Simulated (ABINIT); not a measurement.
# AgBr (Fm-3m): G0W0 in ABINIT against the k mesh

How does the gap of AgBr (Fm-3m) converge in the k mesh?

Main program and level: ABINIT 10.8.3; PBE and many-body steps on it, plane waves.

The database entry behind the starting cell differs from later determinations by our own check (about 0.6 % short of the room-temperature cell), so it need not match the best structure at ambient conditions.

**1. The starting structure**

The structure is cubic, space group Fm-3m (No. 225). The conventional cell has a = 5.740 Å, b = 5.740 Å, c = 5.740 Å, α = 90.00°, β = 90.00°, γ = 90.00°. Nearest to Ag lie 6 Br at 2.87 Å. Nearest to Br lie 6 Ag at 2.87 Å. Farther neighbours and most contacts between anions are not listed.

Structure file:

```cif
data_structure
_symmetry_space_group_name_H-M 'Fm-3m'
_symmetry_Int_Tables_number 225
_cell_length_a 5.7403
_cell_length_b 5.7403
_cell_length_c 5.7403
_cell_angle_alpha 90.000
_cell_angle_beta 90.000
_cell_angle_gamma 90.000
_cell_volume 189.15
loop_
_atom_site_label
_atom_site_type_symbol
_atom_site_symmetry_multiplicity
_atom_site_Wyckoff_symbol
_atom_site_fract_x
_atom_site_fract_y
_atom_site_fract_z
_atom_site_occupancy
Ag1 Ag 4 a 0.00000 0.00000 0.00000 1
Br1 Br 4 b 0.50000 0.00000 0.00000 1
```

The cell and positions come from the Crystallography Open Database and are kept as given unless a step says otherwise.

**2. Empty states on the mesh, 4×4×4 mesh, 324 bands**

This step: ABINIT 10.8.3; DFT, PBE, plane waves, norm-conserving pseudopotentials.

The sums over transitions need many empty states on a uniform mesh; this step solves for them.

run.abi

```
acell 3*1.0 Angstrom
rprim 
  -0.000000000000 2.870150000000 2.870150000000
  2.870150000000 0.000000000000 2.870150000000
  2.870150000000 2.870150000000 0.000000000000
ntypat 2
znucl 47 35
natom 2
typat 1 2
xred 
  0.000000000000 0.000000000000 0.000000000000
  0.500000000000 0.500000000000 0.500000000000
pp_dirpath "pseudos"
pseudos "Ag.upf, Br.upf"
ecut 37
ngkpt 4 4 4
nshiftk 1
shiftk 0 0 0
kptopt 1
chksymbreak 0
irdden 1
istwfk *1
nband 324
prtvol 0
optdriver 6
gwr_task "HDIAGO"
paral_kgb 0
occopt 1
indata_prefix "in"
outdata_prefix "out"
tmpdata_prefix "tmp"
```

Run with:

```bash
OMP_NUM_THREADS=1 mpirun -n 8 abinit run.abi > log
```

What it wrote:

```text
.Version 10.8.3 of ABINIT. v10.8.2 released Aug 2026.

 Symmetries : space group Fm -3 m (#225); Bravais cF (face-center cubic)
[... echo of the input left out ...]
== DATASET  1 ==================================================================
-   mpi_nproc: 8, omp_nthreads: 1 (-1 if OMP is not activated)

--- !DatasetInfo
iteration_state: {dtset: 1, }
dimensions: {natom: 2, nkpt: 8, mband: 324, nsppol: 1, nspinor: 1, nspden: 1, mpw: 3479, }
cutoff_energies: {ecut:  37.0, pawecutdg:  -1.0, }
[...]
Indirect band gap semiconductor
 Fundamental gap:     0.672 (eV)
   VBM:     4.902 (eV) at k: [ 5.0000E-01,  0.0000E+00,  0.0000E+00]
   CBM:     5.574 (eV) at k: [ 0.0000E+00,  0.0000E+00,  0.0000E+00]
 Direct gap:         2.604 (eV) at k: [ 0.0000E+00,  0.0000E+00,  0.0000E+00]

== END DATASET(S) ==============================================================
================================================================================

 -outvars: echo values of variables after computation  --------
           etotal      0.0000000000E+00
            nband         324
             nkpt           8
          spgroup         225
 [... the other variables as echoed above ...]

 Calculation completed.
```

The job ended after 42 s (8 MPI ranks of AMD EPYC 7R43, shared host; peak memory 5.7 GiB).

This step gave:

* gap: 0.6721 eV
* k of the valence top: 0.5, 0, 0
* k of the conduction bottom: 0, 0, 0
* least direct gap: 2.604 eV
* k points computed: 8
* lowest point of the top converged band, above the valence top: 188.1953 eV

On this mesh the gap is 0.672 eV.

The density comes from a self-consistent run that is not shown.

**3. Empty states on the mesh, 2×2×2 mesh, 97 bands**

run.abi: that of step 2 with these lines changed.

```diff
@@ -15,3 +15,3 @@
 ecut 37
-ngkpt 4 4 4
+ngkpt 2 2 2
 nshiftk 1
@@ -22,3 +22,3 @@
 istwfk *1
-nband 324
+nband 97
 prtvol 0
```

What it wrote:

```text
[banner, memory and clock lines left out]
.Version 10.8.3 of ABINIT. v10.8.2 released Aug 2026.

 Symmetries : space group Fm -3 m (#225); Bravais cF (face-center cubic)
[... echo of the input left out ...]
== DATASET  1 ==================================================================
-   mpi_nproc: 8, omp_nthreads: 1 (-1 if OMP is not activated)

--- !DatasetInfo
iteration_state: {dtset: 1, }
dimensions: {natom: 2, nkpt: 3, mband: 97, nsppol: 1, nspinor: 1, nspden: 1, mpw: 3479, }
cutoff_energies: {ecut:  37.0, pawecutdg:  -1.0, }
[...]
Integrated=    2.6000E+01

 === KS gaps after direct diagonalization ===
 Indirect band gap semiconductor
 Fundamental gap:     0.672 (eV)
   VBM:     4.902 (eV) at k: [ 5.0000E-01,  0.0000E+00,  0.0000E+00]
   CBM:     5.574 (eV) at k: [ 0.0000E+00,  0.0000E+00,  0.0000E+00]
 Direct gap:         2.604 (eV) at k: [ 0.0000E+00,  0.0000E+00,  0.0000E+00]

== END DATASET(S) ==============================================================

 -outvars: echo values of variables after computation  --------
           etotal      0.0000000000E+00
            nband          97
             nkpt           3
          spgroup         225
 [... the other variables as echoed above ...]

 Calculation completed.
```

Run time: 16 s. Hardware: 8 MPI ranks; peak memory 4 GiB.

This step gave:

```yaml
gap: 0.6721 eV
k_of_the_valence_top: 0.5, 0, 0
k_of_the_conduction_bottom: 0, 0, 0
least_direct_gap: 2.604 eV
k_points_computed: 3
lowest_point_of_the_top_converged_band_above_the_valence_top: 70.3708 eV
```

On this mesh the gap is 0.672 eV.

**4. Empty states on the mesh, 6×6×6 mesh, 97 bands**

run.abi: that of step 3 with these lines changed.

```diff
@@ -15,3 +15,3 @@
 ecut 37
-ngkpt 2 2 2
+ngkpt 6 6 6
 nshiftk 1
```

What it wrote:

```text
[banner, memory and clock lines left out]
.Version 10.8.3 of ABINIT. v10.8.2 released Aug 2026.

 Symmetries : space group Fm -3 m (#225); Bravais cF (face-center cubic)
[... echo of the input left out ...]
== DATASET  1 ==================================================================
-   mpi_nproc: 8, omp_nthreads: 1 (-1 if OMP is not activated)

--- !DatasetInfo
iteration_state: {dtset: 1, }
dimensions: {natom: 2, nkpt: 16, mband: 97, nsppol: 1, nspinor: 1, nspden: 1, mpw: 3479, }
cutoff_energies: {ecut:  37.0, pawecutdg:  -1.0, }
[...]
Integrated=    2.6000E+01

 === KS gaps after direct diagonalization ===
 Indirect band gap semiconductor
 Fundamental gap:     0.672 (eV)
   VBM:     4.902 (eV) at k: [ 5.0000E-01,  0.0000E+00,  0.0000E+00]
   CBM:     5.574 (eV) at k: [ 0.0000E+00,  0.0000E+00,  0.0000E+00]
 Direct gap:         2.604 (eV) at k: [ 0.0000E+00,  0.0000E+00,  0.0000E+00]

== END DATASET(S) ==============================================================

 -outvars: echo values of variables after computation  --------
           etotal      0.0000000000E+00
            nband          97
             nkpt          16
          spgroup         225
 [... the other variables as echoed above ...]

 Calculation completed.
```

The job ended after 57 s (8 MPI ranks; peak memory 5.6 GiB).

This step gave:

| Property | Result |
| --- | --- |
| gap | 0.6721 eV |
| k of the valence top | 0.5, 0, 0 |
| k of the conduction bottom | 0, 0, 0 |
| least direct gap | 2.604 eV |
| k points computed | 16 |
| lowest point of the top converged band, above the valence top | 70.3708 eV |

On this mesh the gap is 0.672 eV.

**5. Empty states on the mesh, 8×8×8 mesh, 97 bands**

run.abi: that of step 4 with these lines changed.

```diff
@@ -15,3 +15,3 @@
 ecut 37
-ngkpt 6 6 6
+ngkpt 8 8 8
 nshiftk 1
```

What it wrote:

```text
[banner, memory and clock lines left out]
.Version 10.8.3 of ABINIT. v10.8.2 released Aug 2026.

 Symmetries : space group Fm -3 m (#225); Bravais cF (face-center cubic)
[... echo of the input left out ...]
== DATASET  1 ==================================================================
-   mpi_nproc: 8, omp_nthreads: 1 (-1 if OMP is not activated)

--- !DatasetInfo
iteration_state: {dtset: 1, }
dimensions: {natom: 2, nkpt: 29, mband: 97, nsppol: 1, nspinor: 1, nspden: 1, mpw: 3479, }
cutoff_energies: {ecut:  37.0, pawecutdg:  -1.0, }
[...]
Integrated=    2.6000E+01

 === KS gaps after direct diagonalization ===
 Indirect band gap semiconductor
 Fundamental gap:     0.672 (eV)
   VBM:     4.902 (eV) at k: [ 5.0000E-01,  0.0000E+00,  0.0000E+00]
   CBM:     5.574 (eV) at k: [ 0.0000E+00,  0.0000E+00,  0.0000E+00]
 Direct gap:         2.604 (eV) at k: [ 0.0000E+00,  0.0000E+00,  0.0000E+00]

== END DATASET(S) ==============================================================

 -outvars: echo values of variables after computation  --------
           etotal      0.0000000000E+00
            nband          97
             nkpt          29
          spgroup         225
 [... the other variables as echoed above ...]

 Calculation completed.
```

It took 99 s on 8 MPI ranks; peak memory 5.6 GiB; 13 min of CPU time.

This step gave:

* gap: 0.6721 eV
* k of the valence top: 0.5, 0, 0
* k of the conduction bottom: 0, 0, 0
* least direct gap: 2.604 eV
* k points computed: 29
* lowest point of the top converged band, above the valence top: 70.3708 eV

On this mesh the gap is 0.672 eV.

**6. Screening, 2×2×2 mesh, 89 bands, screening to 163.3 eV**

The RPA dielectric matrix is built and inverted for each q.

This step: RPA screening on PBE, plane waves, norm-conserving pseudopotentials.

run.abi: that of step 5 with these lines changed.

```diff
@@ -15,3 +15,3 @@
 ecut 37
-ngkpt 8 8 8
+ngkpt 2 2 2
 nshiftk 1
@@ -20,10 +20,11 @@
 chksymbreak 0
-irdden 1
 istwfk *1
-nband 97
-prtvol 0
-optdriver 6
-gwr_task "HDIAGO"
-paral_kgb 0
 occopt 1
+irdwfk 1
+optdriver 3
+nband 89
+ecuteps 6
+inclvkb 2
+awtr 1
+symchi 1
 indata_prefix "in"
```

What it wrote:

```text
.Version 10.8.3 of ABINIT. v10.8.2 released Aug 2026.

 Symmetries : space group Fm -3 m (#225); Bravais cF (face-center cubic)
[... echo of the input left out ...]
== DATASET  1 ==================================================================
-   mpi_nproc: 8, omp_nthreads: 1 (-1 if OMP is not activated)

--- !DatasetInfo
iteration_state: {dtset: 1, }
dimensions: {natom: 2, nkpt: 3, mband: 89, nsppol: 1, nspinor: 1, nspden: 1, mpw: 3479, }
cutoff_energies: {ecut:  37.0, pawecutdg:  -1.0, }
electrons: {nelect:   2.60000000E+01, charge:   0.00000000E+00, occopt:   1.00000000E+00, tsmear:   1.00000000E-02, }

 SCREENING: Calculation of the susceptibility and dielectric matrices

 Based on a program developped by R.W. Godby, V. Olevano, G. Onida, and L. Reining.
 Incorporated in ABINIT by V. Olevano, G.-M. Rignanese, and M. Torrent.
.Using double precision arithmetic ; gwpc =  8

[... cell and pseudopotentials left out ...]
--------------------------------------------------------------------------------

 ==== K-mesh for the wavefunctions ====
 Number of points in the irreducible wedge :     3
[... list of points left out ...]
 Together with 48 symmetry operations and time-reversal symmetry
 yields     8 points in the full Brillouin Zone.

 ==== Q-mesh for the screening function ====
 Number of points in the irreducible wedge :     3
[... list of points left out ...]
 Together with 48 symmetry operations and time-reversal symmetry
 yields     8 points in the full Brillouin Zone.

 setmesh: FFT mesh size selected  =    30x   30x   30
          total number of points  =        27000

 vcoul_init : cutoff-mode = AUXILIARY_FUNCTION
 q-points for optical limit:   1
     1)      0.000010    0.000020    0.000030

- screening: taking advantage of time-reversal symmetry
- Maximum band index for partially occupied states nbvw = 13
- Remaining bands to be divided among processors   nbcw = 76
- Number of bands treated by each node ~9

 Number of electrons calculated from density =   26.0000; Expected =   26.0000
 average of density, n =  0.081477
 r_s =    1.4310
 omega_plasma =   27.5342 [eV]

 calculating chi0 at frequencies [eV] :
  1    0.000000E+00    0.000000E+00
  2    0.000000E+00    2.753418E+01

--------------------------------------------------------------------------------
  q-point number  1        q = ( 0.000000, 0.000000, 0.000000) [r.l.u.]
--------------------------------------------------------------------------------
[... chi0 elements left out ...]
 For q-point:  0.000010 0.000020 0.000030
  dielectric constant =  13.5931
  dielectric constant without local fields =  14.6441

  Average fulfillment of the sum rule on Im[epsilon] for q-point    1 :     61.63  [%]
[... wings left out ...]
  q-point number  2        q = ( 0.500000, 0.000000, 0.000000) [r.l.u.]
--------------------------------------------------------------------------------
[... chi0 elements left out ...]
  Average fulfillment of the sum rule on Im[epsilon] for q-point    2 :     70.18  [%]

 [... 1 further q-points ...]
```

The job ended after 4.8 s (8 MPI ranks; peak memory 0.48 GiB; 35 s of CPU time).

Numbers from this step:

```yaml
eps_infinity_with_local_fields_on_this_mesh_along_the_program_s_q_direction: 13.59
the_same_without_local_fields: 14.64
plasma_frequency: 27.53 eV
plane_waves_in_the_screening_matrix: 229
```

Local fields lower ε∞ by 7 %. On a Γ-centred mesh this coarse the value itself is usually too large, while a short band sum pulls it down.

**7. 2×2×2**

This step: G0W0 on PBE, plane waves, norm-conserving pseudopotentials.

run.abi: that of step 6 with these lines changed.

```diff
@@ -23,8 +23,17 @@
 irdwfk 1
-optdriver 3
+optdriver 4
 nband 89
+gwcalctyp 0
+ecutsigx 37
+symsigma 1
+nkptgw 2
+kptgw 
+  0.5000000000 0.0000000000 0.0000000000
+  0.0000000000 0.0000000000 0.0000000000
+bdgw 
+  12 15
+  11 17
 ecuteps 6
-inclvkb 2
-awtr 1
-symchi 1
+irdscr 1
+ppmodel 1
 indata_prefix "in"
```

What it wrote:

```text
.Version 10.8.3 of ABINIT. v10.8.2 released Aug 2026.

 Symmetries : space group Fm -3 m (#225); Bravais cF (face-center cubic)
[... echo of the input left out ...]
== DATASET  1 ==================================================================
-   mpi_nproc: 8, omp_nthreads: 1 (-1 if OMP is not activated)

--- !DatasetInfo
iteration_state: {dtset: 1, }
dimensions: {natom: 2, nkpt: 3, mband: 89, nsppol: 1, nspinor: 1, nspden: 1, mpw: 3479, }
cutoff_energies: {ecut:  37.0, pawecutdg:  -1.0, }
electrons: {nelect:   2.60000000E+01, charge:   0.00000000E+00, occopt:   1.00000000E+00, tsmear:   1.00000000E-02, }

 SIGMA: Calculation of the GW corrections

 Based on a program developped by R.W. Godby, V. Olevano, G. Onida, and L. Reining.
 Incorporated in ABINIT by V. Olevano, G.-M. Rignanese, and M. Torrent.
.Using double precision arithmetic ; gwpc =  8

[... cell and pseudopotentials left out ...]
--------------------------------------------------------------------------------

 ==== K-mesh for the wavefunctions ====
 Number of points in the irreducible wedge :     3
[... list of points left out ...]
 Together with 48 symmetry operations and time-reversal symmetry
 yields     8 points in the full Brillouin Zone.

 ==== Q-mesh for screening function ====
 Number of points in the irreducible wedge :     3
[... list of points left out ...]
 Together with 48 symmetry operations and time-reversal symmetry
 yields     8 points in the full Brillouin Zone.

 vcoul_init : cutoff-mode = AUXILIARY_FUNCTION
 q-points for optical limit:   1
     1)      0.000010    0.000020    0.000030
 setmesh: FFT mesh size selected  =    45x   45x   45
          total number of points  =        91125

 Number of electrons calculated from density =   26.0000; Expected =   26.0000
 average of density, n =  0.081477
 r_s =    1.4310
 omega_plasma =   27.5342 [eV]

 === KS Band Gaps ===
  >>>> For spin  1
   Minimum direct gap =   2.6040 [eV], located at k-point      :   0.0000  0.0000  0.0000
   Fundamental gap    =   0.6721 [eV], Top of valence bands at :   0.5000  0.0000  0.0000
                                       Bottom of conduction at :   0.0000  0.0000  0.0000
 SIGMA fundamental parameters:
 PLASMON POLE MODEL  1
 number of plane-waves for SigmaX                 3479
 number of plane-waves for SigmaC and W            229
 number of plane-waves for wavefunctions          3479
 number of bands                                    89
 number of independent spin polarizations            1
 number of spinorial components                      1
 number of k-points in IBZ                           3
 number of q-points in IBZ                           3
 number of symmetry operations                      48
 number of k-points in BZ                            8
 number of q-points in BZ                            8
 number of frequencies for dSigma/dE                 9
 frequency step for dSigma/dE [eV]                0.25
 number of omega for Sigma on real axis              0
 max omega for Sigma on real axis  [eV]           0.00
 zcut for avoiding poles [eV]                     0.10

 EPSILON^-1 parameters (SCR file):
 dimension of the eps^-1 matrix on file            229
 dimension of the eps^-1 matrix used               229
 number of plane-waves for wavefunctions          3479
 number of bands                                    89
 number of q-points in IBZ                           3
 number of frequencies                               2
 number of real frequencies                          1
 number of imag frequencies                          1

 matrix elements of self-energy operator (all in [eV])

 Perturbative Calculation

--- !SelfEnergy_ee
iteration_state: {dtset: 1, }
kpoint     : [   0.500,    0.000,    0.000, ]
spin       : 1
KS_gap     :    3.739
QP_gap     :    4.243
Delta_QP_KS:    0.504
data: !SigmaeeData |
     Band     E0 <VxcDFT>   SigX SigC(E0)      Z dSigC/dE  Sig(E)    E-E0       E
       12   4.902 -19.896 -23.978   3.803   0.803  -0.246 -20.120  -0.223   4.678
       13   4.902 -19.896 -23.978   3.803   0.803  -0.246 -20.120  -0.223   4.678
       14   8.640  -8.637  -4.140  -4.159   0.832  -0.201  -8.357   0.281   8.921
       15  11.496 -13.301  -7.240  -4.828   0.808  -0.238 -12.305   0.996  12.492

--- !SelfEnergy_ee
iteration_state: {dtset: 1, }
kpoint     : [   0.000,    0.000,    0.000, ]
spin       : 1
KS_gap     :    2.604
QP_gap     :    3.667
Delta_QP_KS:    1.063
data: !SigmaeeData |
     Band     E0 <VxcDFT>   SigX SigC(E0)      Z dSigC/dE  Sig(E)    E-E0       E
       11   2.970 -13.310 -16.577   2.726   0.803  -0.245 -13.744  -0.434   2.536
       12   2.970 -13.310 -16.577   2.726   0.803  -0.245 -13.744  -0.434   2.536
       13   2.970 -13.310 -16.577   2.726   0.803  -0.245 -13.744  -0.434   2.536
       14   5.574 -10.469  -5.437  -4.271   0.827  -0.210  -9.840   0.629   6.203
       15  14.829 -11.351  -6.396  -4.172   0.825  -0.212 -10.705   0.646  15.474
       16  14.829 -11.351  -6.396  -4.172   0.825  -0.212 -10.705   0.646  15.474
       17  14.829 -11.351  -6.396  -4.172   0.825  -0.212 -10.705   0.646  15.474

== END DATASET(S) ==============================================================
================================================================================

 -outvars: echo values of variables after computation  --------
           etotal      0.0000000000E+00
            nband          89
             nkpt           3
          spgroup         225
 [... the other variables as echoed above ...]

 Calculation completed.
```

Wall time 5.7 s (8 MPI ranks); peak memory 0.5 GiB; 42 s of CPU time.

Numbers from this step:

* G0W0 gap on the points computed: 1.525 eV
* starting gap on the mesh: 0.6721 eV
* k of the valence top: 0.5, 0, 0
* k of the conduction bottom: 0, 0, 0
* Z at the valence top: 0.803
* Z at the conduction bottom: 0.827
* least direct G0W0 gap on the computed points: 3.667 eV

(Part 1 of 2 ends here.)

[Paths, hosts, dates, memory and timing lines, banners, echoed tables and standing remarks are left out of the program output.]

[Logs are printed without paths, hosts, clocks, repeated set-up lines and the standing remarks that a program may print on its own settings, such as how far it seeks lower states.]

[Runs of the session that timed out or met a known fault of the program may be left out.]

[Hosts, paths, dates, database ids (printed as entryN), source tags and the programs' standing remarks are cut or masked in the printed files.]

[G0W0 gaps are taken among the corrected bands and points alone; a level outside them can change the order at an edge.]

[Where Ansatz stands beside ABINIT at settings called matched, ABINIT's density can come from a denser mesh and the files from another edition; pairs whose starting gaps differed by over 0.03 eV were left out, so agreement reads better than it is.]
